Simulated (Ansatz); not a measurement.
**Every step of a relaxation of Os (simple hexagonal type)**

DFT, PBE, PAW with Ansatz's default frozen-core files, scalar-relativistic (Ansatz 0.2.0); a Γ-centred 19×19×17 k mesh, Fermi–Dirac smearing of 0.1 eV, no spin polarisation. The run relaxes cell and atoms at a target pressure of 330 GPa.

Command: `ansatz run input.yaml --threads 1 --pin off --max-ram 3584MiB --backend cpu --events-out ev --progress --plain --runs-dir out` It took 13 s on 1 thread of Intel(R) Xeon(R) Platinum 8488C (Sapphire Rapids), on a shared host, peak memory 0.4 GiB.

```yaml
crystal:
  lattice:
    - [2.3192713763, 0.0, 0.0]
    - [-1.1596356882, 2.0085479301, 0.0]
    - [0.0, 0.0, 2.1801150937]
  atoms:
    - { symbol: Os, position: [0.0, 0.0, 0.0] }
kpoints:
  mp_grid: { grid: [19, 19, 17] }
scf:
  occupations: { method: fermi_dirac, width: 0.1 }
hamiltonian:
  xc: pbe
  pseudopotentials: { kind: paw }
output:
  forces: true
  stress: true
  eigenvalues: true
relax:
  f_tol: 0.005
  max_steps: 40
  cell: { p_target: 330.0, stress_tol: 0.165 }
```

Each step lists its enthalpy F + pV a cell above the last geometry, the pressure, the cell vectors (Å), and Cartesian positions (Å) with forces (eV/Å).

The first step:

```
step 1  dH = 24.53 meV  P = 365.0 GPa
  cell 2.3193 0.0000 0.0000  -1.1596 2.0085 0.0000  0.0000 0.0000 2.1801
  Os 0.0000 0.0000 0.0000   0.0000 0.0000 0.0000
```

Spin–orbit coupling is left out, which matters for the heavy atoms. At this compression frozen-core PAW has no all-electron check here.

The symmetry of the start is kept and no stability test is made, so the end need not be the stable phase.

Task: Where does the relaxation end, and by which steps?

Result: After 5 geometries, with conventional a, b, c = 2.337, 2.337, 2.196 Å, at 10.386 Å³/atom (+2.27 % against the start) in space group P6/mmm, with a shortest distance of 2.196 Å. The further steps:
```
step 2  dH = 84.89 meV  P = 271.1 GPa  (not accepted)
  cell 2.3682 0.0000 0.0000  -1.1841 2.0510 0.0000  0.0000 0.0000 2.2301
  Os 0.0000 0.0000 0.0000   0.0000 0.0000 0.0000
step 3  dH = 0.08 meV  P = 328.4 GPa
  cell 2.3373 0.0000 0.0000  -1.1687 2.0242 0.0000  0.0000 0.0000 2.1977
  Os 0.0000 0.0000 0.0000   0.0000 0.0000 0.0000
step 4  dH = 0.00 meV  P = 330.0 GPa
  cell 2.3367 0.0000 0.0000  -1.1683 2.0236 0.0000  0.0000 0.0000 2.1965
  Os 0.0000 0.0000 0.0000   0.0000 0.0000 0.0000
step 5  dH = 0.00 meV  P = 330.0 GPa
  cell 2.3369 0.0000 0.0000  -1.1684 2.0238 0.0000  0.0000 0.0000 2.1962
  Os 0.0000 0.0000 0.0000   0.0000 0.0000 0.0000
step 6  dH = -0.24 meV  P = 330.0 GPa  (same geometry on a basis chosen anew; earlier energies don't compare to the last digit)
  cell 2.3369 0.0000 0.0000  -1.1684 2.0238 0.0000  0.0000 0.0000 2.1962
  Os 0.0000 0.0000 0.0000   0.0000 0.0000 0.0000
```
